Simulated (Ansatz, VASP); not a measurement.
**One calculation of Ag, two programs**

The input POSCAR:

```
Ag
1.0
    0.0000000000      2.0313636719      2.0313636719
    2.0313636719      0.0000000000      2.0313636719
    2.0313636719      2.0313636719      0.0000000000
Ag
1
Direct
    0.0000000000      0.0000000000      0.0000000000
```

The input INCAR.step1:

```
SYSTEM = Ag
ALGO = Normal
EDIFF = 1E-4
ENCUT = 520
GGA = PE
ISMEAR = 0
LASPH = .TRUE.
LCHARG = .FALSE.
LREAL = .FALSE.
LWAVE = .TRUE.
NBANDS = 12
NELM = 100
PREC = Accurate
SIGMA = 0.1
```

INCAR.step2

```
SYSTEM = Ag
ALGO = Normal
EDIFF = 1E-6
ENCUT = 520
ISIF = 2
ISMEAR = 0
ISTART = 1
LASPH = .TRUE.
LCHARG = .TRUE.
LELF = .TRUE.
LMIXTAU = .TRUE.
LREAL = .FALSE.
LVHAR = .TRUE.
LWAVE = .FALSE.
METAGGA = R2SCAN
NBANDS = 12
NELM = 100
PREC = Accurate
SIGMA = 0.1
```

Contents of KPOINTS:

```
k-points
0
G
  18 18 18
  0 0 0
```

Input for Ansatz:

```yaml
crystal:
  lattice:
    - [0.0, 2.0313636719, 2.0313636719]
    - [2.0313636719, 0.0, 2.0313636719]
    - [2.0313636719, 2.0313636719, 0.0]
  atoms:
    - { symbol: Ag, position: [0.0, 0.0, 0.0] }
basis:
  ecutwfc: 500
kpoints:
  mp_grid: { grid: [18, 18, 18] }
hamiltonian:
  xc: r2scan
scf:
  occupations: { method: gaussian, width: 0.1 }
output:
  forces: true
  stress: true
  eigenvalues: true
  write_density: true
  write_potential: true
  elf: true
  volumetric_format: npy
```

Alike in both runs: task single point; functional r2SCAN; k mesh 18 × 18 × 18; occupations gaussian, width 0.1 eV; no spin polarisation.

|  | VASP | Ansatz |
| --- | --- | --- |
| version | VASP 6.6.1 | Ansatz 0.2.0 |
| potentials or method | VASP PAW PBE potentials, release 64 (Ag) | scalar-relativistic, plane waves, PAW |
| plane-wave cutoff (eV) | 520 | 500 |
| valence electrons in the cell | 11 | 19 |

Ansatz gave:

```
gap on the k mesh at the Fermi level (eV) : none
pressure (GPa)                            : 3.4
```

Question: What did VASP give for the same quantities?

Answer: gap on the k mesh at the Fermi level (eV): none; pressure (GPa): 3.6.

A gap of «none» marks a metal or a gap that the smearing closes. With one functional, cell and mesh, what is left measures potentials, basis and numerics. The two sets of potentials don't hold the same shells in valence.

Caveats: the PAW data sets were made with another functional, which shifts forces and pressure a little (VASP).
